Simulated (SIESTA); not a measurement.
Write an ASE script for SIESTA 5.4.2 that does the following.

```
Task                : relaxation of cell and atoms
Functional          : PBE
Potentials or basis : PseudoDojo 0.4 standard (PBE files)
Basis               : DZP (energy shift 0.002 Ry)
Grid cutoff         : 800 Ry
Energy shift        : 0.002 Ry
k mesh              : 7 × 7 × 8
Occupations         : fermi-dirac, width 0.05 eV
Spin                : no spin polarisation
force tolerance     : 0.01 eV/Å
```

Crystal: ZrO.

```
Zr O
1.0
     1.82664   -2.91885    0.00000
     1.82664    2.91885    0.00000
     0.00000    0.00000    2.61994
Zr O
1 1
Direct
  0.00000 0.00000 0.00000
  0.50000 0.50000 0.00000
```

The cell was built by a generator and needn't be a form met in nature.

These files were run (other wordings do the same):

run.py

```python
from ase import Atoms
from ase.calculators.siesta import Siesta
from ase.units import Ry, GPa
from ase.optimize import LBFGS
from ase.filters import FrechetCellFilter

atoms = Atoms(
    ['Zr', 'O'],
    cell=[
        [1.82663986, -2.91884927, 0.0],
        [1.82663986, 2.91884927, 0.0],
        [0.0, 0.0, 2.61993837],
    ],
    scaled_positions=[
        [0.0, 0.0, 0.0],
        [0.5, 0.5, 0.0],
    ],
    pbc=True,
)

fdf = {
    'SCFMustConverge': False,
    'OccupationFunction': 'FD',
    'ElectronicTemperature': '0.05 eV',
    'MaxSCFIterations': '120',
    'SCF.Mixer.Method': 'Pulay',
    'SCF.Mixer.Weight': '0.25',
    'SCF.Mixer.History': '8',
    'SCF.DM.Tolerance': '5.0e-05',
    'SCF.H.Tolerance': '1.0e-03 eV',
    'WriteForces': 'true',
    'Charge.Mulliken': 'end',
}
calc = Siesta(
    label="ZrO",
    command="siesta < PREFIX.fdf > PREFIX.out",
    pseudo_path="pseudos",
    pseudo_qualifier="",
    xc=('GGA', 'PBE'),
    basis_set="DZP",
    mesh_cutoff=800 * Ry,
    energy_shift=0.002 * Ry,
    kpts=[7, 7, 8],
    spin="non-polarized",
    fdf_arguments=fdf,
)
atoms.calc = calc

opt = LBFGS(FrechetCellFilter(atoms), trajectory="relax.traj")
converged = opt.run(fmax=0.01, steps=40)
print("converged:", converged)
print("cell (A):", atoms.cell.cellpar().round(5))
print("scaled positions:")
print(atoms.get_scaled_positions().round(6))
print(f"energy = {atoms.get_potential_energy():.6f} eV")
free = atoms.get_potential_energy(force_consistent=True)
print(f"free energy = {free:.6f} eV")
print("forces (eV/A):")
print(atoms.get_forces(apply_constraint=False).round(6))
print("stress (GPa, Voigt order, tension positive):", (atoms.get_stress() / GPa).round(4))
```

Potentials or basis: PseudoDojo 0.4 standard (PBE files), DZP (energy shift 0.002 Ry).

The run is started by

```bash
$ python run.py
```

Results of the run:

* Relaxed volume: 15.63 Å³/atom
* Relaxed cell: a = 3.106 Å, b = 3.106 Å, c = 3.240 Å, α = 90.00°, β = 90.00°, γ = 90.01°
* Space group after relaxing (to 0.05 Å): P4/mmm (No. 123)
* Energy gained by relaxing: 1662.9 meV/atom
* Ionic steps: 12
* Pressure after relaxing: 0.0 GPa
* Band gap on the k mesh: none (metal or under the smearing width)

Caveat: semicore shells carry a single zeta, which can move pressures by several GPa and volumes by a few percent; the basis of atomic orbitals isn't converged, which shifts pressures, moduli and gaps.

Wall time 12 min on 1 thread of AMD EPYC 7B13 (Zen 3) (shared host), peak memory 0.39 GiB.
